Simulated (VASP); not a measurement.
# MoP (P-6m2) in VASP: notebook

Runs on MoP. Level: r2SCAN. Tasks: relaxation of shape and atoms at fixed volume.

Everything below comes from runs of VASP 6.6.1. Logs are shortened: lines on timing, memory, paths and dates and some standing lists are left out, and cuts for length are marked.

**1. The undisturbed crystal**

Symmetry: P-6m2, No. 187, hexagonal system. Conventional cell: a = 3.223 Å, b = 3.223 Å, c = 3.191 Å, α = 90.00°, β = 90.00°, γ = 120.00°. Around Mo (site symmetry -6m2) lie 6 P at 2.45 Å. P (site symmetry -6m2) has 6 Mo at 2.45 Å as nearest neighbours.

**2. Relaxation of shape and atoms at fixed volume, r2SCAN (a relaxed cell with its volume scaled by 0.94)**

Contents of INCAR:

```
PREC = Accurate
ENCUT = 600
EDIFF = 1E-7
ISMEAR = 1
SIGMA = 0.1
LREAL = F
LASPH = T
NELM = 80
ALGO = Normal
ISIF = 4
LWAVE = F
LCHARG = F
METAGGA = R2SCAN
LMIXTAU = T
IBRION = 2
NSW = 40
EDIFFG = -0.01
```

Contents of KPOINTS:

```
regular mesh
0
Gamma
  15 15 11
```

Contents of POSCAR:

```
MoP                                     
1.0
    3.1706678113      0.0000000000      0.0000000000
   -1.5853339056      2.7458788715     -0.0000000000
    0.0000000000      0.0000000000      3.1167740121
  Mo              P             
     1     1
Direct
     0.0000000000000000    0.0000000000000000    0.0000000000000000
     0.3333333332999970    0.6666666667000030    0.5000000000000000
```

Potentials or basis: VASP PAW PBE potentials, release 64 (Mo_sv, P).

Started as:

```console
cat potpaw_PBE.64/Mo_sv/POTCAR potpaw_PBE.64/P/POTCAR > POTCAR
mpirun -np 1 vasp_std > vasp.out
```

OUTCAR:

```text
PREC = Accurate
   ENCUT = 600
   EDIFF = 1E-7
   ISMEAR = 1
   LREAL = F
   LASPH = T
   NELM = 80
   ISIF = 4
   METAGGA = R2SCAN
   IBRION = 2
   NSW = 40
   EDIFFG = -0.01

 ion  position               nearest neighbor table
   1  0.000  0.000  0.000-   2 2.40   2 2.40   2 2.40   2 2.40   2 2.40   2 2.40
   2  0.333  0.667  0.500-   1 2.40   1 2.40   1 2.40   1 2.40   1 2.40   1 2.40

  LATTYP: Found a hexagonal cell.
 ALAT       =     3.1706678113
 C/A-ratio  =     0.9830023823

  Lattice vectors:

 A1 = (   3.1706678113,   0.0000000000,   0.0000000000)
 A2 = (  -1.5853339056,   2.7458788715,   0.0000000000)
 A3 = (   0.0000000000,   0.0000000000,   3.1167740121)

Analysis of symmetry for initial positions (statically):
=====================================================================
 Subroutine PRICEL returns:
 Original cell was already a primitive cell.

 Routine SETGRP: Setting up the symmetry group for a
 hexagonal supercell.

 Subroutine GETGRP returns: Found 12 space group operations
 (whereof 12 operations were pure point group operations)
 out of a pool of 24 trial point group operations.

The static configuration has the point symmetry D_3h.

Analysis of symmetry for dynamics (positions and initial velocities):
=====================================================================
 Subroutine PRICEL returns:
 Original cell was already a primitive cell.

 Routine SETGRP: Setting up the symmetry group for a
 hexagonal supercell.

 Subroutine GETGRP returns: Found 12 space group operations
 (whereof 12 operations were pure point group operations)
 out of a pool of 24 trial point group operations.

The dynamic configuration has the point symmetry D_3h.

 Subroutine INISYM returns: Found 12 space group operations
 (whereof 12 operations are pure point group operations),
 and found     1 'primitive' translations

----------------------------------------------------------------------------------------

                                     Primitive cell

  volume of cell :      27.1355

  direct lattice vectors                    reciprocal lattice vectors
     3.170667811  0.000000000  0.000000000     0.315390971  0.182091062  0.000000000
    -1.585333906  2.745878871  0.000000000     0.000000000  0.364182124  0.000000000
     0.000000000  0.000000000  3.116774012     0.000000000  0.000000000  0.320844564

  length of vectors
     3.170667811  3.170667811  3.116774012     0.364182124  0.364182124  0.320844564

  position of ions in fractional coordinates (direct lattice)
     0.000000000  0.000000000  0.000000000
     0.333333333  0.666666667  0.500000000

  ion indices of the primitive-cell ions
   primitive index   ion index
                 1           1
                 2           2

----------------------------------------------------------------------------------------

 KPOINTS: regular mesh

Automatic generation of k-mesh.
 Grid dimensions read from file:
 generate k-points for:   15   15   11

 Generating k-lattice:

  Cartesian coordinates                     Fractional coordinates (reciprocal lattice)
     0.021026065  0.012139404  0.000000000     0.066666667  0.000000000  0.000000000
     0.000000000  0.024278808  0.000000000     0.000000000  0.066666667  0.000000000
     0.000000000  0.000000000  0.029167688     0.000000000  0.000000000  0.090909091

  Length of vectors
     0.024278808  0.024278808  0.029167688

  Shift w.r.t. Gamma in fractional coordinates (k-lattice)
     0.000000000  0.000000000  0.000000000

 Subroutine IBZKPT returns following result:
 ===========================================

 Found    162 irreducible k-points:

 Following reciprocal coordinates:
            Coordinates               Weight
  0.000000  0.000000  0.000000      1.000000
  0.066667 -0.000000  0.000000      6.000000
  0.133333 -0.000000  0.000000      6.000000
  0.200000  0.000000  0.000000      6.000000
  0.266667 -0.000000  0.000000      6.000000
  0.333333  0.000000  0.000000      6.000000
[... 16 lines left out ...]
  0.333333  0.200000  0.000000     12.000000
  0.400000  0.200000  0.000000      6.000000
 [... further k-points ...]
   k-points           NKPTS =    162   k-points in BZ     NKDIM =    162   number of bands    NBANDS=     13
   number of dos      NEDOS =    301   number of ions     NIONS =      2
   total plane-waves  NPLWV =  21952
   dimension x,y,z NGX =    28 NGY =   28 NGZ =   28
   dimension x,y,z NGXF=    56 NGYF=   56 NGZF=   56
   ions per type =               1   1
   NGX,Y,Z   is equivalent  to a cutoff of  14.68, 14.68, 14.93 a.u.
   NGXF,Y,Z  is equivalent  to a cutoff of  29.36, 29.36, 29.87 a.u.
 SYSTEM =  unknown system
   PREC   = accura    normal or accurate (medium, high low for compatibility)
   ISTART =      0    job   : 0-new  1-cont  2-samecut
   ICHARG =      2    charge: 1-file 2-atom 10-const
   ISPIN  =      1    spin polarized calculation?
   LNONCOLLINEAR =      F non collinear calculations
   LSORBIT =      F    spin-orbit coupling
   LASPH  =      T    aspherical Exc in radial PAW
   ENCUT  =  600.0 eV  44.10 Ry    6.64 a.u.   6.33  6.33  6.22*2*pi/ulx,y,z
   NELM   =     80;   NELMIN=  2; NELMDL= -5     # of ELM steps
   EDIFF  = 0.1E-06   stopping-criterion for ELM
   LREAL  =      F    real-space projection
   EDIFFG = -.1E-01   stopping-criterion for IOM
   NSW    =     40    number of steps for IOM
   IBRION =      2    ionic relax: 0-MD 1-quasi-New 2-CG
   NFREE  =      1    steps in history (QN), initial steepest desc. (CG)
   ISIF   =      4    stress and relaxation
   ISYM   =      2    0-nonsym 1-usesym 2-fastsym
   POTIM  = 0.5000    time-step for ionic-motion
   TEBEG  =    0.0;   TEEND  =   0.0 temperature during run
   PSTRESS=    0.0 pullay stress
   NELECT =      19.0000    total number of electrons
   NUPDOWN=      -1.0000    fix difference up-down
   EMIN   =  10.00;   EMAX   =-10.00  energy-range for DOS
   EFERMI =   0.00;   METHOD = LEGACY
   ISMEAR =     1;   SIGMA  =   0.10  broadening in eV -4-tet -1-fermi 0-gaus
   EFERMI_NEDOS =   21; number of points for ismear=-14 and -15
   IALGO  =     38    algorithm
   IMIX   =      4    mixing-type and parameters
     AMIX     =   0.40;   BMIX     =  1.00
     AMIX_MAG =   1.60;   BMIX_MAG =  1.00
  volume/ion in A,a.u.               =      13.57        91.56
  Fermi-wavevector in a.u.,A,eV,Ry     =   1.453718  2.747129 28.753145  2.113297
  Thomas-Fermi vector in A             =   2.570952
   LORBIT       =      0    0 simple, 1 ext, 2 COOP (PROOUT), +10 PAW based schemes
   METAGGA = R2SCAN    functional components
   LHFCALC =     F    Hartree Fock is set to
   AEXX    =    0.0000 exact exchange contribution
   IVDW    =     0    specifies the selected vdW correction
   LEPSILON=     F    determine dielectric tensor
   LRPA    =     F    only Hartree local field effects (RPA)
 conjugate gradient relaxation of ions
 non-spin polarized calculation
 Methfessel and Paxton  Order N= 1 SIGMA  =   0.10
  energy-cutoff  :      600.00
  volume of cell :       27.14
 maximum number of plane-waves:       919
 NGX is ok and might be reduce to    28
   NGX = 13   NGY = 13   NGZ = 13

--------------------------------------- Ionic step        1  -------------------------------------------

 number of electron      19.0000001 magnetization

 Free energy of the ion-electron system (eV)
  ---------------------------------------------------
  ext. energy  EPLUGINS =         0.00000000
  ---------------------------------------------------
  free energy    TOTEN  =       -36.37409648 eV

  energy without entropy =      -36.37351102  energy(sigma->0) =      -36.37390133

------------------------ aborting loop because EDIFF is reached ----------------------------------------

  FORCE on cell =-STRESS in cart. coord.  units (eV):
  Direction    XX          YY          ZZ          XY          YZ          ZX
  --------------------------------------------------------------------------------------
  -------------------------------------------------------------------------------------
  Total        2.5556129      2.5556129      3.2546751      0.0000000      0.0000000      0.0000000
  in kB      150.8926967    150.8926967    192.1678761      0.0000000      0.0000000      0.0000000
  external PRESSURE =     164.6510898 kB  Pullay stress =       0.0000000 kB

 VOLUME and BASIS-vectors are now :
 -----------------------------------------------------------------------------
  energy-cutoff  :      600.00
  volume of cell :       27.14
      direct lattice vectors                 reciprocal lattice vectors
     3.170667811  0.000000000  0.000000000     0.315390971  0.182091062  0.000000000
    -1.585333906  2.745878871  0.000000000     0.000000000  0.364182124  0.000000000
     0.000000000  0.000000000  3.116774012     0.000000000  0.000000000  0.320844564
[... 37 lines left out ...]
 POSITION                                       TOTAL-FORCE (eV/Angst)
 -----------------------------------------------------------------------------------
      0.00000      0.00000      0.00000        -0.000000     -0.000000      0.000000
     -0.00000      1.82035      1.57596         0.000000      0.000000      0.000000
 -----------------------------------------------------------------------------------
    total drift:                               -0.000000      0.000000      0.000000

  FREE ENERGIE OF THE ION-ELECTRON SYSTEM (eV)
  ---------------------------------------------------
  free  energy   TOTEN  =       -36.3764921290 eV

  energy  without entropy=      -36.3762168160  energy(sigma->0) =      -36.37640036

--------------------------------------- Ionic step        3  -------------------------------------------

 number of electron      19.0000002 magnetization

 Free energy of the ion-electron system (eV)
  ---------------------------------------------------
  ext. energy  EPLUGINS =         0.00000000
  ---------------------------------------------------
  free energy    TOTEN  =       -36.37692117 eV

  energy without entropy =      -36.37658405  energy(sigma->0) =      -36.37680880

 E-fermi :  12.8476     XC(G=0): -13.8629

 val. band max:       12.8397409102   @ k =   0.2667   0.0667   0.3636
 cond. band min:      12.8501731868   @ k =   0.4000   0.1333   0.0909
 fundamental gap:      0.0104322766
 Fermi energy:        12.8475622972

 k-point     1 :       0.0000    0.0000    0.0000
  band No.  band energies     occupation
      1     -50.2815      2.00000
      2     -23.7286      2.00000
      3     -23.4871      2.00000
      4     -23.4871      2.00000
      5      -2.2398      2.00000
      6       8.1540      2.00000
      7       9.1367      2.00000
      8       9.1367      2.00000
      9      11.9977      2.00000
     10      13.0911     -0.00308
     11      13.0911     -0.00308
     12      17.4429      0.00000
     13      17.4429      0.00000

 k-point     2 :       0.0667   -0.0000    0.0000
  band No.  band energies     occupation
      1     -50.2793      2.00000
      2     -23.7258      2.00000
      3     -23.5081      2.00000
      4     -23.4917      2.00000
      5      -2.1465      2.00000
      6       8.1197      2.00000
      7       9.0460      2.00000
      8       9.2179      2.00000
      9      11.4333      2.00000
     10      13.0511     -0.01423
     11      13.7242     -0.00000
[... 339 lines left out ...]
 k-point    24 :       0.4000    0.2000    0.0000
  band No.  band energies     occupation
      1     -50.2282      2.00000
      2     -23.9028      2.00000
      3     -23.6959      2.00000
      4     -23.6573      2.00000
      5       1.0601      2.00000
      6       5.2613      2.00000
      7       7.7520      2.00000
      8       8.4505      2.00000
      9      11.3873      2.00000
     10      11.9758      2.00000
     11      13.8770     -0.00000
     12      14.8444     -0.00000
     13      19.5829      0.00000

 [... further k-points ...]
[... 5 lines left out ...]
  --------------------------------------------------------------------------------------
  -------------------------------------------------------------------------------------
  Total        2.6928278      2.6928278      2.6973236      0.0000000      0.0000000      0.0000000
  in kB      158.9943662    158.9943662    159.2598110      0.0000000      0.0000000      0.0000000
  external PRESSURE =     159.0828478 kB  Pullay stress =       0.0000000 kB

 VOLUME and BASIS-vectors are now :
 -----------------------------------------------------------------------------
  energy-cutoff  :      600.00
  volume of cell :       27.14
      direct lattice vectors                 reciprocal lattice vectors
     3.157930631  0.000000000  0.000000000     0.316663067  0.182825507 -0.000000000
    -1.578965315  2.734848150  0.000000000    -0.000000000  0.365651014 -0.000000000
     0.000000000  0.000000000  3.141967076     0.000000000  0.000000000  0.318271954

 POSITION                                       TOTAL-FORCE (eV/Angst)
 -----------------------------------------------------------------------------------
      0.00000      0.00000      0.00000         0.000000      0.000000      0.000000
     -0.00000      1.82323      1.57098        -0.000000     -0.000000      0.000000
 -----------------------------------------------------------------------------------
    total drift:                               -0.000000      0.000000      0.000000

  FREE ENERGIE OF THE ION-ELECTRON SYSTEM (eV)
  ---------------------------------------------------
  free  energy   TOTEN  =       -36.3769211669 eV

  energy  without entropy=      -36.3765840544  energy(sigma->0) =      -36.37680880

 reached required accuracy - stopping structural energy minimisation
```

It took 8 min on 1 thread of Intel Xeon Platinum 8488C (Sapphire Rapids), shared host; peak memory 0.22 GiB.

Results:

| Property | Result |
| --- | --- |
| Free energy | -36.3769 eV |
| Energy gained by relaxing | 1.4 meV/atom |
| Ionic steps | 3 |
| Pressure after relaxing | 15.9 GPa |
| Band gap on the k mesh | none (metal or under the smearing width) |

Step by step:
```tsv
step	energy change (eV)	largest force (eV/Å)	pressure (GPa)
1	0.0000	0.0000	16.47
2	-0.0024	0.0000	15.70
3	-0.0028	0.0000	15.91
```

Final structure:
```
Mo P
1.0
     3.15793    0.00000    0.00000
    -1.57897    2.73485    0.00000
     0.00000    0.00000    3.14197
Mo P
1 1
Direct
  0.00000 0.00000 0.00000
  0.33333 0.66667 0.50000
```

Caveat: the PAW data sets were made with another functional, which shifts forces and pressure a little.

**3. Relaxation of shape and atoms at fixed volume, r2SCAN (a relaxed cell with its volume scaled by 0.96)**

INCAR is that of step 2.

KPOINTS is that of step 2.

Contents of POSCAR:

```
MoP                                     
1.0
    3.1929971935      0.0000000000      0.0000000000
   -1.5964985968      2.7652166838     -0.0000000000
    0.0000000000      0.0000000000      3.1387238480
  Mo              P             
     1     1
Direct
     0.0000000000000000    0.0000000000000000    0.0000000000000000
     0.3333333332999970    0.6666666667000030    0.5000000000000000
```

Potentials or basis: VASP PAW PBE potentials, release 64 (Mo_sv, P).

Started as:

```console
cat potpaw_PBE.64/Mo_sv/POTCAR potpaw_PBE.64/P/POTCAR > POTCAR
mpirun -np 1 vasp_std > vasp.out
```

Wall time 7.7 min (1 thread of Intel Xeon Platinum 8488C (Sapphire Rapids), shared host); peak memory 0.22 GiB.

Results (log left out):

| Quantity | Value |
| --- | --- |
| Free energy | -36.4236 eV |
| Energy gained by relaxing | 0.6 meV/atom |
| Ionic steps | 3 |
| Pressure after relaxing | 10.0 GPa |
| Band gap on the k mesh | none (metal or under the smearing width) |

Step by step:
| step | energy change (eV) | largest force (eV/Å) | pressure (GPa) |
| --- | --- | --- | --- |
| 1 | 0.0000 | 0.0000 | 10.37 |
| 2 | -0.0010 | 0.0000 | 9.90 |
| 3 | -0.0012 | 0.0000 | 10.03 |

Final structure:
```xyz
2
Lattice="3.1845 0.0000 0.0000 -1.5923 2.7579 0.0000 0.0000 0.0000 3.1554" Properties=species:S:1:pos:R:3 pbc="T T T"
Mo    0.0000    0.0000    0.0000
P     0.0000    1.8386    1.5777
```

Levels at points of the mesh, in eV from the Fermi level:
```csv
k point,band 8,band 9,band 10,band 11,band 12,band 13
"(0.00, 0.00, 0.00)",-3.65,-0.82,0.25,0.25,4.50,4.50
```

Caveat: the PAW data sets were made with another functional, which shifts forces and pressure a little.

(Part 1 of 2 ends here.)
